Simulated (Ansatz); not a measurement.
# W (Im-3m): series of slab calculations in Python

Aim: a series of slab calculations, for W (Im-3m), run from a script.

Computed with the Python package of Ansatz 0.2.0. Level of theory: DFT r2SCAN, plane waves, PAW.

### Step 1. The structure

It takes space group Im-3m (No. 229, cubic). The conventional cell has a = 3.165 Å, b = 3.165 Å, c = 3.165 Å, α = 90.00°, β = 90.00°, γ = 90.00°. Around W (site symmetry m-3m) lie 8 W at 2.74 Å.

POSCAR_w, read by the script:

```text
W
1.0
  -1.58234500    1.58234500    1.58234500
   1.58234500   -1.58234500    1.58234500
   1.58234500    1.58234500   -1.58234500
W
1
Direct
   0.00000000    0.00000000    0.00000000
```

### Step 2. The script

File w.py:

```python
"""A slab of W in an electric field."""

import ansatz as az
from ase.build import surface
from ase.io import read
import numpy as np
from tabulate import tabulate

atoms = read("POSCAR_w", format="vasp")
# the plane is named in the basis of this cell
rows = []
for value in [0.0, 0.1, 0.2, 0.3]:
    slab = surface(atoms, (1, 1, 0), 5, vacuum=6.0)
    slab.pbc = True
    calc = az.Crystal.from_ase(slab).calculation()
    calc = calc.functional("r2scan")
    calc = calc.basis(21 * az.Ha).occupations("Marzari-Vanderbilt", width=0.1)
    calc = calc.kpoints(5, 7, 1)
    calc = calc.electric_field(axis=3, dipole_correction=True, amplitude=value)
    report = calc.run().report
    face = report["work_function"]
    rows.append((value, len(slab), report["free_energy_ev"], face["dipole_moment_e_ang"], face.get("phi_plus_ev"), face.get("phi_minus_ev")))

print(tabulate(rows, headers=["field (V/A)", "atoms", "F (eV)", "dipole (e A)", "phi upper (eV)", "phi lower (eV)"], floatfmt=".4f", missingval="-"))
print(f"induced dipole per field: {np.polyfit([row[0] for row in rows], [row[3] for row in rows], 1)[0]:.3f} e A^2/V")
```

### Step 3. The input behind the calls

The package turns the script's settings into the engine's input (first run):

```yaml
crystal:
  lattice:
    - [4.4755475187065095, 0.0, 0.0]
    - [-4.011982004444409e-17, 2.740701935102575, 0.0]
    - [0.0, -0.0, 17.16791712939233]
  atoms:
    - { symbol: W, position: [0.0, 0.0, 0.34948910545052086] }
    - { symbol: W, position: [0.5, 0.33333333333333326, 0.42474455272526046] }
    - { symbol: W, position: [3.961074723890444e-34, 0.6666666666666665, 0.5] }
    - { symbol: W, position: [0.5000000000000002, 0.9999999999999999, 0.5752554472747395] }
    - { symbol: W, position: [-2.594307107541325e-34, 0.33333333333333304, 0.6505108945494791] }
basis:
  ecutwfc: 571.4391111657479
kpoints:
  mp_grid:
    grid: [5, 7, 1]
hamiltonian:
  xc: r2scan
efield:
  axis: 3
  amplitude: 0.0
  dipole_correction: true
scf:
  occupations:
    method: cold
    width: 0.1
```

### Step 4. Launch

On the command line:

```sh
$ python w.py
```

What it wrote:

```text
RunWarning: efield: at this solve's end the planar-averaged density reaches 6.60e-5 e/Å³ inside the ramp window [0.8918, 0.1082] (bound 1e-5 e/Å³); the window's nearer edge stands 4.14 Å from this solve's nearest atom along the axis. Its work functions, free energy, forces, stress, dipole, levels and responses can be [...]
  field (V/A)    atoms       F (eV)    dipole (e A)    phi upper (eV)    phi lower (eV)
-------------  -------  -----------  --------------  ----------------  ----------------
       0.0000        5  -51980.2230         -0.0000            4.4534            4.4538
       0.1000        5  -51980.2261          0.0622            -                 -
       0.2000        5  -51980.2354          0.1246            -                 -
       0.3000        5  -51980.2510          0.1870            -                 -
induced dipole per field: 0.623 e A^2/V
```

(Warnings from the package without file and line, shortened, repeats left out.)

Run time: 2.2 min. Hardware: 1 thread of Arm Neoverse V2, shared host; peak memory 0.89 GiB.

### Step 5. What changed from run to run

The engine's inputs for the other runs:

Run 2, against run 1:

```diff
@@ -21 +21 @@
-  amplitude: 0.0
+  amplitude: 0.1
```

Run 3, against run 1:

```diff
@@ -21 +21 @@
-  amplitude: 0.0
+  amplitude: 0.2
```

Run 4, against run 1:

```diff
@@ -21 +21 @@
-  amplitude: 0.0
+  amplitude: 0.3
```

### Step 6. What the script built

Run 4 starts from these 5 atoms:

```xyz
5
Lattice="4.476 0.000 0.000 0.000 2.741 0.000 0.000 0.000 17.168" Properties=species:S:1:pos:R:3 pbc="T T T"
W     0.000    0.000    6.000
W     2.238    0.914    7.292
W     0.000    1.827    8.584
W     2.238    2.741    9.876
W     0.000    0.914   11.168
```

Lines on the test bed's own set-up are left out of the output.

### Step 7. The runs side by side

From the records of these 4 runs:

| run | efield.amplitude | energy from run 4 (meV/atom) | SCF cycles | CPU time (s) |
| --- | --- | --- | --- | --- |
| 1 | 0 | 5.61 | 9 | 24 |
| 2 | 0.1 | 4.99 | 10 | 33 |
| 3 | 0.2 | 3.12 | 11 | 36 |
| 4 | 0.3 | 0.00 | 13 | 39 |

Energies are free energies F = E - TS of the smeared occupations. 

### Step 8. Summary of results

```
                      quantity          value
                 runs compared              4
               range of energy  5.61 meV/atom
lowest point, efield.amplitude           0.30
```

In words: The lowest point is at the last value of the scan; the highest lies 5.6 meV/atom above it. What to keep in mind:
- The density doesn't vanish in the vacuum (a short gap or a low cutoff), which blurs the vacuum level.
- The mesh is modest for a metal, so energies can be off by several to tens of meV an atom and pressures by half a GPa or more; differences at equal mesh fare better.
- Spin-orbit coupling, which matters for elements this heavy, is left out.
- The slabs are thin, unrelaxed cuts of the structure as given, on a modest mesh, so the surface energy isn't converged; Miller indices refer to the cell as typed, and unlike faces give only a mean.
